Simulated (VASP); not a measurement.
# SnO2 (P1) in VASP: reference runs

Aim: a first look at SnO2 with PBE, on the cell as given.

Everything below comes from runs of VASP 6.6.1. Logs are shortened: lines on timing, memory, paths and dates and some standing lists are left out, and cuts for length are marked.

### 1 The cell of the first run

The typed cell holds 6 atoms: a = 3.298 Å, b = 5.009 Å, c = 5.805 Å, α = 104.00°, β = 90.45°, γ = 110.57°.

The cell comes from a database or a generator and needn't be the stable form of this composition.

### 2 Single point, PBE (cell sheared at random, sigma 0.06, atoms nudged by 0.01 Å)

The input, INCAR:

```
SYSTEM = SnO2
PREC = Accurate
ENCUT = 520
EDIFF = 1E-7
ISMEAR = -1
SIGMA = 0.05
LREAL = .False.
LASPH = .True.
NELM = 80
ALGO = Normal
ISIF = 2
LWAVE = .False.
LCHARG = .False.
GGA = PE
NBANDS = 35
```

The input, KPOINTS:

```
regular mesh
0
Gamma
  9 6 5
  0 0 0
```

The input, POSCAR:

```
SnO2
1.0
    3.2979466200      0.0136555700     -0.0417034600
   -1.7069329000      1.0952388300      4.5803263300
   -0.0236521500     -5.8032998800     -0.1573554000
Sn O
2 4
Direct
    0.2506078300      0.4982142400      0.7478298800
    0.7495877100      0.4990318200      0.2490244200
    0.8574306600      0.7123027700      0.6198601200
    0.3531726600      0.7140719200      0.1200496800
    0.6463682500      0.2880033500      0.8847257400
    0.1428328900      0.2883759000      0.3785101700
```

Potentials or basis: VASP PAW PBE potentials, release 64 (Sn_d, O).

Command:

```sh
$ cat potpaw_PBE.64/Sn_d/POTCAR potpaw_PBE.64/O/POTCAR > POTCAR
$ mpirun -np 1 vasp_std > vasp.out
```

OUTCAR:

```text
SYSTEM = SnO2
   PREC = Accurate
   ENCUT = 520
   EDIFF = 1E-7
   ISMEAR = -1
   LREAL = .False.
   LASPH = .True.
   NELM = 80
   ISIF = 2
   GGA = PE

 ion  position               nearest neighbor table
   1  0.251  0.498  0.748-   6 2.11   4 2.13   3 2.15   5 2.16   3 2.18   5 2.19   2 3.32   2 3.33
                             2 3.34   2 3.36
   2  0.750  0.499  0.249-   5 2.09   3 2.12   4 2.14   6 2.15   6 2.17   4 2.19   1 3.32   1 3.33
                             1 3.34   1 3.36
   3  0.857  0.712  0.620-   2 2.12   1 2.15   1 2.18
   4  0.353  0.714  0.120-   1 2.13   2 2.14   2 2.19
   5  0.646  0.288  0.885-   2 2.09   1 2.16   1 2.19
   6  0.143  0.288  0.379-   1 2.11   2 2.15   2 2.17

  LATTYP: Found a triclinic cell.
 ALAT       =     4.9355920621
 B/A-ratio  =     0.6682559079
 C/A-ratio  =     1.1762481435
 COS(alpha) =     0.0078697369
 COS(beta)  =     0.2508265300
 COS(gamma) =     0.3116296708

  Lattice vectors:

 A1 = (   1.5910137200,   1.1088944000,   4.5386228700)
 A2 = (   3.2979466200,   0.0136555700,  -0.0417034600)
 A3 = (   0.0236521500,   5.8032998800,   0.1573554000)

Analysis of symmetry for initial positions (statically):
=====================================================================
 Subroutine PRICEL returns:
 Original cell was already a primitive cell.

 Routine SETGRP: Setting up the symmetry group for a
 triclinic supercell.

 Subroutine GETGRP returns: Found  1 space group operations
 (whereof  1 operations were pure point group operations)
 out of a pool of  2 trial point group operations.

The static configuration has the point symmetry C_1 .

Analysis of symmetry for dynamics (positions and initial velocities):
=====================================================================
 Subroutine PRICEL returns:
 Original cell was already a primitive cell.

 Routine SETGRP: Setting up the symmetry group for a
 triclinic supercell.

 Subroutine GETGRP returns: Found  1 space group operations
 (whereof  1 operations were pure point group operations)
 out of a pool of  2 trial point group operations.

The dynamic configuration has the point symmetry C_1 .

 Subroutine INISYM returns: Found  1 space group operations
 (whereof  1 operations are pure point group operations),
 and found     1 'primitive' translations

----------------------------------------------------------------------------------------

                                     Primitive cell

  volume of cell :      86.6750

  direct lattice vectors                    reciprocal lattice vectors
     3.297946620  0.013655570 -0.041703460     0.304685956 -0.004348769  0.114586033
    -1.706932900  1.095238830  4.580326330     0.002817033 -0.005998683  0.220809262
    -0.023652150 -5.803299880 -0.157355400     0.001248597 -0.173458101  0.041942278

  length of vectors
     3.298238554  5.009247180  5.805481000     0.325549386  0.220908692  0.178461274

  position of ions in fractional coordinates (direct lattice)
     0.250607830  0.498214240  0.747829880
     0.749587710  0.499031820  0.249024420
     0.857430660  0.712302770  0.619860120
     0.353172660  0.714071920  0.120049680
     0.646368250  0.288003350  0.884725740
     0.142832890  0.288375900  0.378510170

  ion indices of the primitive-cell ions
   primitive index   ion index
                 1           1
                 2           2
                 3           3
                 4           4
                 5           5
                 6           6

----------------------------------------------------------------------------------------

 KPOINTS: regular mesh

Automatic generation of k-mesh.
 Grid dimensions read from file:
 generate k-points for:    9    6    5

 Generating k-lattice:

  Cartesian coordinates                     Fractional coordinates (reciprocal lattice)
     0.033853995 -0.000483197  0.012731781     0.111111111  0.000000000  0.000000000
     0.000469506 -0.000999781  0.036801544     0.000000000  0.166666667 -0.000000000
     0.000249719 -0.034691620  0.008388456     0.000000000  0.000000000  0.200000000

  Length of vectors
     0.036172154  0.036818115  0.035692255

  Shift w.r.t. Gamma in fractional coordinates (k-lattice)
     0.000000000  0.000000000  0.000000000

 Subroutine IBZKPT returns following result:
 ===========================================

 Found    136 irreducible k-points:

 Following reciprocal coordinates:
            Coordinates               Weight
  0.000000  0.000000  0.000000      1.000000
  0.111111  0.000000 -0.000000      2.000000
  0.222222  0.000000  0.000000      2.000000
  0.333333  0.000000 -0.000000      2.000000
  0.444444  0.000000  0.000000      2.000000
  0.000000  0.166667  0.000000      2.000000
[... 16 lines left out ...]
 -0.111111  0.333333  0.000000      2.000000
 -0.000000  0.500000  0.000000      1.000000
 [... further k-points ...]
   k-points           NKPTS =    136   k-points in BZ     NKDIM =    136   number of bands    NBANDS=     35
   number of dos      NEDOS =    301   number of ions     NIONS =      6
   total plane-waves  NPLWV =  53760
   dimension x,y,z NGX =    28 NGY =   40 NGZ =   48
   dimension x,y,z NGXF=    56 NGYF=   80 NGZF=   96
   ions per type =               2   4
   NGX,Y,Z   is equivalent  to a cutoff of  14.11, 13.28, 13.75 a.u.
   NGXF,Y,Z  is equivalent  to a cutoff of  28.23, 26.55, 27.49 a.u.
 SYSTEM =  SnO2
   PREC   = accura    normal or accurate (medium, high low for compatibility)
   ISTART =      0    job   : 0-new  1-cont  2-samecut
   ICHARG =      2    charge: 1-file 2-atom 10-const
   ISPIN  =      1    spin polarized calculation?
   LNONCOLLINEAR =      F non collinear calculations
   LSORBIT =      F    spin-orbit coupling
   LASPH  =      T    aspherical Exc in radial PAW
   ENCUT  =  520.0 eV  38.22 Ry    6.18 a.u.   6.13  9.31 10.79*2*pi/ulx,y,z
   NELM   =     80;   NELMIN=  2; NELMDL= -5     # of ELM steps
   EDIFF  = 0.1E-06   stopping-criterion for ELM
   LREAL  =      F    real-space projection
   EDIFFG = 0.1E-05   stopping-criterion for IOM
   NSW    =      0    number of steps for IOM
   IBRION =     -1    ionic relax: 0-MD 1-quasi-New 2-CG
   NFREE  =      0    steps in history (QN), initial steepest desc. (CG)
   ISIF   =      2    stress and relaxation
   ISYM   =      2    0-nonsym 1-usesym 2-fastsym
   POTIM  = 0.5000    time-step for ionic-motion
   TEBEG  =    0.0;   TEEND  =   0.0 temperature during run
   PSTRESS=    0.0 pullay stress
   NELECT =      52.0000    total number of electrons
   NUPDOWN=      -1.0000    fix difference up-down
   EMIN   =  10.00;   EMAX   =-10.00  energy-range for DOS
   EFERMI =   0.00;   METHOD = LEGACY
   ISMEAR =    -1;   SIGMA  =   0.05  broadening in eV -4-tet -1-fermi 0-gaus
   EFERMI_NEDOS =   21; number of points for ismear=-14 and -15
   IALGO  =     38    algorithm
   IMIX   =      4    mixing-type and parameters
     AMIX     =   0.40;   BMIX     =  1.00
     AMIX_MAG =   1.60;   BMIX_MAG =  1.00
  volume/ion in A,a.u.               =      14.45        97.49
  Fermi-wavevector in a.u.,A,eV,Ry     =   1.380738  2.609216 25.938655  1.906437
  Thomas-Fermi vector in A             =   2.505587
   LORBIT       =      0    0 simple, 1 ext, 2 COOP (PROOUT), +10 PAW based schemes
   GGA     = PE    functional components
   LHFCALC =     F    Hartree Fock is set to
   AEXX    =    0.0000 exact exchange contribution
   IVDW    =     0    specifies the selected vdW correction
   LEPSILON=     F    determine dielectric tensor
   LRPA    =     F    only Hartree local field effects (RPA)
 non-spin polarized calculation
  energy-cutoff  :      520.00
  volume of cell :       86.68
 maximum number of plane-waves:      2353
 NGX is ok and might be reduce to    28
   NGX = 13   NGY = 19   NGZ = 21

 number of electron      51.9999992 magnetization

 Free energy of the ion-electron system (eV)
  ---------------------------------------------------
  ext. energy  EPLUGINS =         0.00000000
  ---------------------------------------------------
  free energy    TOTEN  =       -36.18622933 eV

  energy without entropy =      -36.18622886  energy(sigma->0) =      -36.18622909

 E-fermi :   4.3769     XC(G=0): -10.0887

 val. band max:        3.7105866883   @ k =   0.2222   0.0000   0.4000
 cond. band min:       4.8743936645   @ k =   0.0000   0.0000   0.0000
 fundamental gap:      1.1638069762
 Fermi energy:         4.3769029790

 k-point     1 :       0.0000    0.0000    0.0000
  band No.  band energies     occupation
      1     -17.0235      2.00000
      2     -16.6076      2.00000
      3     -16.3981      2.00000
      4     -16.3782      2.00000
      5     -16.3731      2.00000
      6     -16.3306      2.00000
[... 27 lines left out ...]
     34      15.3507      0.00000
     35      15.7428      0.00000

 k-point     2 :       0.1111    0.0000   -0.0000
  band No.  band energies     occupation
      1     -16.9843      2.00000
      2     -16.5842      2.00000
      3     -16.4379      2.00000
      4     -16.3840      2.00000
      5     -16.3782      2.00000
      6     -16.3584      2.00000
[... 27 lines left out ...]
     34      15.1187      0.00000
     35      15.7642      0.00000

 k-point     3 :       0.2222    0.0000    0.0000
  band No.  band energies     occupation
      1     -16.8803      2.00000
      2     -16.5838      2.00000
      3     -16.5410      2.00000
      4     -16.5165      2.00000
      5     -16.3531      2.00000
      6     -16.3238      2.00000
[... 27 lines left out ...]
     34      14.9105      0.00000
     35      15.8045      0.00000

 k-point     4 :       0.3333    0.0000   -0.0000
  band No.  band energies     occupation
      1     -16.7494      2.00000
      2     -16.7345      2.00000
      3     -16.6814      2.00000
      4     -16.5083      2.00000
      5     -16.3363      2.00000
      6     -16.3134      2.00000
[... 27 lines left out ...]
     34      15.0806      0.00000
     35      15.4758      0.00000

 k-point     5 :       0.4444    0.0000    0.0000
  band No.  band energies     occupation
      1     -16.8296      2.00000
      2     -16.7837      2.00000
      3     -16.6182      2.00000
      4     -16.5320      2.00000
      5     -16.3343      2.00000
      6     -16.3250      2.00000
[... 638 lines left out ...]
 k-point    22 :      -0.2222    0.3333    0.0000
  band No.  band energies     occupation
      1     -16.8801      2.00000
      2     -16.5844      2.00000
      3     -16.5422      2.00000
      4     -16.5171      2.00000
      5     -16.3523      2.00000
      6     -16.3238      2.00000
[... 27 lines left out ...]
     34      14.9093      0.00000
     35      15.5073      0.00000

 k-point    23 :      -0.1111    0.3333    0.0000
  band No.  band energies     occupation
      1     -16.9825      2.00000
      2     -16.5861      2.00000
      3     -16.4385      2.00000
      4     -16.3833      2.00000
      5     -16.3776      2.00000
      6     -16.3580      2.00000
[... 27 lines left out ...]
     34      14.8669      0.00000
     35      15.5079      0.00000

 k-point    24 :      -0.0000    0.5000    0.0000
  band No.  band energies     occupation
      1     -17.0194      2.00000
      2     -16.6107      2.00000
      3     -16.3970      2.00000
      4     -16.3772      2.00000
      5     -16.3713      2.00000
      6     -16.3296      2.00000
[... 27 lines left out ...]
     34      14.3999      0.00000
     35      15.8962      0.00000

 [... further k-points ...]
[... 5 lines left out ...]
  --------------------------------------------------------------------------------------
  -------------------------------------------------------------------------------------
  Total       -2.6636341     -4.8263136      0.2569013     -0.5437233     -2.6842925      1.4152593
  in kB      -49.2369494    -89.2138124      4.7487885    -10.0506581    -49.6188170     26.1608932
  external PRESSURE =     -44.5673245 kB  Pullay stress =       0.0000000 kB

 VOLUME and BASIS-vectors are now :
 -----------------------------------------------------------------------------
  energy-cutoff  :      520.00
  volume of cell :       86.68
      direct lattice vectors                 reciprocal lattice vectors
     3.297946620  0.013655570 -0.041703460     0.304685956 -0.004348769  0.114586033
    -1.706932900  1.095238830  4.580326330     0.002817033 -0.005998683  0.220809262
    -0.023652150 -5.803299880 -0.157355400     0.001248597 -0.173458101  0.041942278

 POSITION                                       TOTAL-FORCE (eV/Angst)
 -----------------------------------------------------------------------------------
     -0.04161     -3.79080      2.15386        -0.023235     -0.324456      0.101637
      1.61440     -0.88837      2.21528        -0.068317     -0.035803      0.213783
      1.59725     -2.80538      3.12928         0.243847     -0.506831      0.014855
     -0.05697      0.09022      3.23706         0.416726     -0.429620      0.028134
      1.61916     -4.81007      1.15298        -0.351952      0.911145     -0.195320
     -0.03014     -1.87882      1.25534        -0.217068      0.385565     -0.163089
 -----------------------------------------------------------------------------------
    total drift:                                0.000063      0.000674      0.000790

  FREE ENERGIE OF THE ION-ELECTRON SYSTEM (eV)
  ---------------------------------------------------
  free  energy   TOTEN  =       -36.1862293285 eV

  energy  without entropy=      -36.1862288574  energy(sigma->0) =      -36.18622909
```

Run time: 8.2 min. Hardware: 1 thread of Intel Xeon Platinum 8559C (Emerald Rapids), shared host; peak memory 0.45 GiB.

Results:

| Item | Value |
| --- | --- |
| Free energy | -36.1862 eV |
| Pressure | -4.5 GPa |
| Largest force | 0.996 eV/Å |
| Band gap on the k mesh | 1.16 eV |

Forces on the atoms (eV/Å):
```
Sn  -0.023 -0.324  0.102
Sn  -0.068 -0.036  0.214
O    0.244 -0.507  0.015
O    0.417 -0.430  0.028
O   -0.352  0.911 -0.195
O   -0.217  0.386 -0.163
```

Caveat: spin-orbit coupling is left out, which moves the levels of the heavy elements; an odd mesh through Γ misses points on the zone boundary, where band edges often lie.
